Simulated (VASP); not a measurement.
# BAs (F-43m) in VASP: further runs

One crystal, BAs, is run at these levels: HSE06; tasks: relaxation of cell and atoms.

All numbers are computed with VASP 6.6.1; they aren't measurements. Logs are shortened: lines on timing, memory, paths and dates and some standing lists are left out, and cuts for length are marked.

### Step 1. Starting point

Symmetry: F-43m, No. 216, cubic system. The conventional cell has a = 4.777 Å, b = 4.777 Å, c = 4.777 Å, α = 90.00°, β = 90.00°, γ = 90.00°. B (site symmetry -43m) is surrounded by 4 As at 2.07 Å. Around As (site symmetry -43m) lie 4 B at 2.07 Å.

### Step 2. Relaxation of cell and atoms, HSE06

POSCAR reads:

```
BAs
1.0
    0.0000000000      2.3885000000      2.3885000000
    2.3885000000      0.0000000000      2.3885000000
    2.3885000000      2.3885000000      0.0000000000
B As
1 1
Direct
    0.0000000000      0.0000000000      0.0000000000
    0.2500000000      0.2500000000      0.2500000000
```

INCAR.step1 reads:

```
ALGO = Normal
EDIFF = 1E-5
ENCUT = 520
GGA = PE
ISMEAR = 0
KPAR = 4
LASPH = True
LCHARG = False
LREAL = False
LWAVE = True
NELM = 60
PREC = Accurate
SIGMA = 0.02
```

INCAR.step2 reads:

```
ALGO = Normal
EDIFF = 1E-7
EDIFFG = -0.01
ENCUT = 520
GGA = PE
HFSCREEN = 0.2
IBRION = 2
ISIF = 3
ISMEAR = 0
ISTART = 1
KPAR = 4
LASPH = True
LCHARG = False
LHFCALC = True
LREAL = False
LWAVE = False
NELM = 60
NSW = 80
PREC = Accurate
PRECFOCK = Fast
SIGMA = 0.02
```

KPOINTS reads:

```
k-points
0
Gamma
  6 6 6
```

Potentials or basis: VASP PAW PBE potentials, release 64 (B, As).

On the command line:

```
$ cat potpaw_PBE.64/B/POTCAR potpaw_PBE.64/As/POTCAR > POTCAR
$ cp INCAR.step1 INCAR
$ mpirun -np 4 vasp_std > vasp.out
$ cp INCAR.step2 INCAR
$ mpirun -np 4 vasp_std > vasp.out
```

OUTCAR:

```text
EDIFF = 1E-7
   EDIFFG = -0.01
   ENCUT = 520
   GGA = PE
   HFSCREEN = 0.2
   IBRION = 2
   ISIF = 3
   ISMEAR = 0
   ISTART = 1
   LASPH = True
   LHFCALC = True
   LREAL = False
   NELM = 60
   NSW = 80
   PREC = Accurate
   PRECFOCK = Fast

 ion  position               nearest neighbor table
   1  0.000  0.000  0.000-   2 2.07   2 2.07   2 2.07   2 2.07
   2  0.250  0.250  0.250-   1 2.07   1 2.07   1 2.07   1 2.07

  LATTYP: Found a face centered cubic cell.
 ALAT       =     4.7770000000

  Lattice vectors:

 A1 = (   0.0000000000,   2.3885000000,   2.3885000000)
 A2 = (   2.3885000000,   0.0000000000,   2.3885000000)
 A3 = (   2.3885000000,   2.3885000000,   0.0000000000)

Analysis of symmetry for initial positions (statically):
=====================================================================
 Subroutine PRICEL returns:
 Original cell was already a primitive cell.

 Routine SETGRP: Setting up the symmetry group for a
 face centered cubic supercell.

 Subroutine GETGRP returns: Found 24 space group operations
 (whereof 24 operations were pure point group operations)
 out of a pool of 48 trial point group operations.

The static configuration has the point symmetry T_d .

Analysis of symmetry for dynamics (positions and initial velocities):
=====================================================================
 Subroutine PRICEL returns:
 Original cell was already a primitive cell.

 Routine SETGRP: Setting up the symmetry group for a
 face centered cubic supercell.

 Subroutine GETGRP returns: Found 24 space group operations
 (whereof 24 operations were pure point group operations)
 out of a pool of 48 trial point group operations.

The dynamic configuration has the point symmetry T_d .

 Subroutine INISYM returns: Found 24 space group operations
 (whereof 24 operations are pure point group operations),
 and found     1 'primitive' translations

----------------------------------------------------------------------------------------

                                     Primitive cell

  volume of cell :      27.2525

  direct lattice vectors                    reciprocal lattice vectors
     0.000000000  2.388500000  2.388500000    -0.209336404  0.209336404  0.209336404
     2.388500000  0.000000000  2.388500000     0.209336404 -0.209336404  0.209336404
     2.388500000  2.388500000  0.000000000     0.209336404  0.209336404 -0.209336404

[... 74 lines left out ...]
   EDIFF  = 0.1E-06   stopping-criterion for ELM
   LREAL  =      F    real-space projection
   EDIFFG = -.1E-01   stopping-criterion for IOM
   NSW    =     80    number of steps for IOM
   IBRION =      2    ionic relax: 0-MD 1-quasi-New 2-CG
   NFREE  =      1    steps in history (QN), initial steepest desc. (CG)
   ISIF   =      3    stress and relaxation
   ISYM   =      3    0-nonsym 1-usesym 2-fastsym
   POTIM  = 0.5000    time-step for ionic-motion
   TEBEG  =    0.0;   TEEND  =   0.0 temperature during run
   PSTRESS=    0.0 pullay stress
   NELECT =       8.0000    total number of electrons
   NUPDOWN=      -1.0000    fix difference up-down
   EMIN   =  10.00;   EMAX   =-10.00  energy-range for DOS
   EFERMI =   0.00;   METHOD = LEGACY
   ISMEAR =     0;   SIGMA  =   0.02  broadening in eV -4-tet -1-fermi 0-gaus
   EFERMI_NEDOS =   21; number of points for ismear=-14 and -15
   IALGO  =     38    algorithm
   IMIX   =      1    mixing-type and parameters
     AMIX     =   0.40;   BMIX     =  1.00
     AMIX_MAG =   1.60;   BMIX_MAG =  1.00
  volume/ion in A,a.u.               =      13.63        91.95
  Fermi-wavevector in a.u.,A,eV,Ry     =   1.088018  2.056057 16.106360  1.183784
  Thomas-Fermi vector in A             =   2.224191
   LORBIT       =      0    0 simple, 1 ext, 2 COOP (PROOUT), +10 PAW based schemes
   GGA     = PE    functional components
   LHFCALC =     T    Hartree Fock is set to
   PRECFOCK=fast      Normal, Fast or Accurate (Low or Medium for compatibility)
   ENCUT4O =  -1.0   cutoff for four orbital integrals eV
   NKREDX  =     1    reduce k-point grid by
   NKREDY  =     1    reduce k-point grid by
   NKREDZ  =     1    reduce k-point grid by
   AEXX    =    0.2500 exact exchange contribution
   HFSCREEN=    0.2000 screening length (either q_TF or 0.3 A-1)
   HFSCREENC=   0.2000 screening length for correlation (either q_TF or 0.3 A-1)
   ENCUTFOCK=  -1.0 apply spherical cutoff to Coloumb kernel
   IVDW    =     0    specifies the selected vdW correction
   LEPSILON=     F    determine dielectric tensor
   LRPA    =     F    only Hartree local field effects (RPA)
 conjugate gradient relaxation of ions
 non-spin polarized calculation
 Gauss-broadening in eV      SIGMA  =   0.02
  energy-cutoff  :      520.00
  volume of cell :       27.25
 maximum number of plane-waves:       754
 NGX is ok and might be reduce to    28
  NGX = 16; NGY = 16; NGZ = 16

--------------------------------------- Ionic step        1  -------------------------------------------

 number of electron       8.0000000 magnetization

 Free energy of the ion-electron system (eV)
  ---------------------------------------------------
  ext. energy  EPLUGINS =         0.00000000
  ---------------------------------------------------
  free energy    TOTEN  =       -13.27495060 eV

  energy without entropy =      -13.27495060  energy(sigma->0) =      -13.27495060

------------------------ aborting loop because EDIFF is reached ----------------------------------------

  FORCE on cell =-STRESS in cart. coord.  units (eV):
  Direction    XX          YY          ZZ          XY          YZ          ZX
  --------------------------------------------------------------------------------------
  -------------------------------------------------------------------------------------
  Total       -0.0994593     -0.0994593     -0.0994593      0.0000000      0.0000000      0.0000000
  in kB       -5.8472330     -5.8472330     -5.8472330      0.0000000      0.0000000      0.0000000
  external PRESSURE =      -5.8472330 kB  Pullay stress =       0.0000000 kB
[... 59 lines left out ...]
--------------------------------------- Ionic step        3  -------------------------------------------

 number of electron       8.0000000 magnetization

 Free energy of the ion-electron system (eV)
  ---------------------------------------------------
  ext. energy  EPLUGINS =         0.00000000
  ---------------------------------------------------
  free energy    TOTEN  =       -13.27514907 eV

  energy without entropy =      -13.27514907  energy(sigma->0) =      -13.27514907

 E-fermi :   5.8692     XC(G=0):  -8.7604

 val. band max:        5.7496225876   @ k =   0.0000   0.0000   0.0000
 cond. band min:       7.7095053803   @ k =   0.3333   0.3333   0.0000
 fundamental gap:      1.9598827926
 Fermi energy:         5.8692084560

 k-point     1 :       0.0000    0.0000    0.0000
  band No.  band energies     occupation
      1     -11.2508      2.00000
      2       5.7496      2.00000
      3       5.7496      2.00000
      4       5.7496      2.00000
      5       9.8862      0.00000
      6       9.8862      0.00000
      7       9.8862      0.00000
      8      11.7011      0.00000
[... 192 lines left out ...]
  FREE ENERGIE OF THE ION-ELECTRON SYSTEM (eV)
  ---------------------------------------------------
  free  energy   TOTEN  =       -13.2751490681 eV

  energy  without entropy=      -13.2751490681  energy(sigma->0) =      -13.27514907

 reached required accuracy - stopping structural energy minimisation
```

Wall time 3.8 min (4 MPI ranks of AMD EPYC 7R13 (Zen 3), shared host); peak memory 0.23 GiB.

Results:

```yaml
Free_energy: -13.2751 eV
Relaxed_volume: 13.57 Å³/atom
Relaxed_cell: a = 3.373 Å, b = 3.373 Å, c = 3.373 Å, α = 60.00°, β = 60.00°, γ = 60.00°
Space_group_after_relaxing_to_0.05_Å: F-43m (No. 216)
Energy_gained_by_relaxing: 0.1 meV/atom
Ionic_steps: 3
Pressure_after_relaxing: 0.0 GPa
Band_gap_on_the_k_mesh: 1.96 eV, indirect (least direct gap 4.14 eV)
```

The path:
```csv
step,energy change (eV),largest force (eV/Å),pressure (GPa),volume (Å³)
1,0.0000,0.0000,-0.58,27.25
2,-0.0001,0.0000,0.47,27.06
3,-0.0002,0.0000,0.01,27.14
```

Final structure:
```xyz
2
Lattice="0.0000 2.3853 2.3853 2.3853 0.0000 2.3853 2.3853 2.3853 0.0000" Properties=species:S:1:pos:R:3 pbc="T T T"
B     0.0000    0.0000    0.0000
As    1.1927    1.1927    1.1927
```

Caveat: the PAW data sets were made with another functional, which shifts forces and pressure a little. A k mesh can miss the band edges.

### Step 3. Relaxation of cell and atoms, HSE06

This run uses another cell than the first one, of 13.57 Å³/atom, 0.996 times its volume.

POSCAR reads:

```
BAs                                     
1.0
    0.0000000000      2.3853334856      2.3853334856
    2.3853334856      0.0000000000      2.3853334856
    2.3853334856      2.3853334856      0.0000000000
  B               As            
     1     1
Direct
     0.0000000000000000    0.0000000000000000    0.0000000000000000
     0.2500000000000000    0.2500000000000000    0.2500000000000000
```

INCAR.step1 is that of step 2.

INCAR.step2 is that of step 2.

KPOINTS is that of step 2.

Potentials or basis: VASP PAW PBE potentials, release 64 (B, As).

On the command line:

```
$ cat potpaw_PBE.64/B/POTCAR potpaw_PBE.64/As/POTCAR > POTCAR
$ cp INCAR.step1 INCAR
$ mpirun -np 4 vasp_std > vasp.out
$ cp INCAR.step2 INCAR
$ mpirun -np 4 vasp_std > vasp.out
```

OUTCAR:

```text
EDIFF = 1E-7
   EDIFFG = -0.01
   ENCUT = 520
   GGA = PE
   HFSCREEN = 0.2
   IBRION = 2
   ISIF = 3
   ISMEAR = 0
   ISTART = 1
   LASPH = True
   LHFCALC = True
   LREAL = False
   NELM = 60
   NSW = 80
   PREC = Accurate
   PRECFOCK = Fast

 ion  position               nearest neighbor table
   1  0.000  0.000  0.000-   2 2.07   2 2.07   2 2.07   2 2.07
   2  0.250  0.250  0.250-   1 2.07   1 2.07   1 2.07   1 2.07

  LATTYP: Found a face centered cubic cell.
[... 368 lines left out ...]

  FORCE on cell =-STRESS in cart. coord.  units (eV):
  Direction    XX          YY          ZZ          XY          YZ          ZX
  --------------------------------------------------------------------------------------
  -------------------------------------------------------------------------------------
  Total       -0.0003508     -0.0003508     -0.0003508      0.0000000      0.0000000     -0.0000000
  in kB       -0.0207073     -0.0207073     -0.0207073      0.0000000      0.0000000     -0.0000000
  external PRESSURE =      -0.0207073 kB  Pullay stress =       0.0000000 kB

 VOLUME and BASIS-vectors are now :
 -----------------------------------------------------------------------------
  energy-cutoff  :      520.00
  volume of cell :       27.14
      direct lattice vectors                 reciprocal lattice vectors
     0.000000000  2.385333486  2.385333486    -0.209614296  0.209614296  0.209614296
     2.385333486  0.000000000  2.385333486     0.209614296 -0.209614296  0.209614296
     2.385333486  2.385333486  0.000000000     0.209614296  0.209614296 -0.209614296

 POSITION                                       TOTAL-FORCE (eV/Angst)
 -----------------------------------------------------------------------------------
      0.00000      0.00000      0.00000         0.000000      0.000000     -0.000000
      1.19267      1.19267      1.19267        -0.000000     -0.000000      0.000000
 -----------------------------------------------------------------------------------
    total drift:                               -0.000000     -0.000000     -0.000000

  FREE ENERGIE OF THE ION-ELECTRON SYSTEM (eV)
  ---------------------------------------------------
  free  energy   TOTEN  =       -13.2751091568 eV

  energy  without entropy=      -13.2751091568  energy(sigma->0) =      -13.27510916

 reached required accuracy - stopping structural energy minimisation
```

OUTCAR.step1:

```text
EDIFF = 1E-5
   ENCUT = 520
   GGA = PE
   ISMEAR = 0
   LASPH = True
[... 387 lines left out ...]
 -----------------------------------------------------------------------------------
      0.00000      0.00000      0.00000        -0.000000     -0.000000      0.000000
      1.19267      1.19267      1.19267         0.000000      0.000000     -0.000000
 -----------------------------------------------------------------------------------
    total drift:                               -0.000000     -0.000000     -0.000000

  FREE ENERGIE OF THE ION-ELECTRON SYSTEM (eV)
  ---------------------------------------------------
  free  energy   TOTEN  =       -11.3850815519 eV

  energy  without entropy=      -11.3850815519  energy(sigma->0) =      -11.38508155
```

Wall time 100 s (4 MPI ranks of AMD EPYC 7R13 (Zen 3), shared host); peak memory 0.21 GiB.

What came out:

```yaml
Free_energy: -13.2751 eV
Pressure_after_relaxing: 0.0 GPa
Band_gap_on_the_k_mesh: 1.96 eV, indirect (least direct gap 4.14 eV)
```

Final structure:
```
B As
1.0
     0.00000    2.38533    2.38533
     2.38533    0.00000    2.38533
     2.38533    2.38533    0.00000
B As
1 1
Direct
  0.00000 0.00000 0.00000
  0.25000 0.25000 0.25000
```

Caveat: the relaxation stopped at its first step, so nothing moved; the PAW data sets were made with another functional, which shifts forces and pressure a little. A k mesh can miss the band edges.
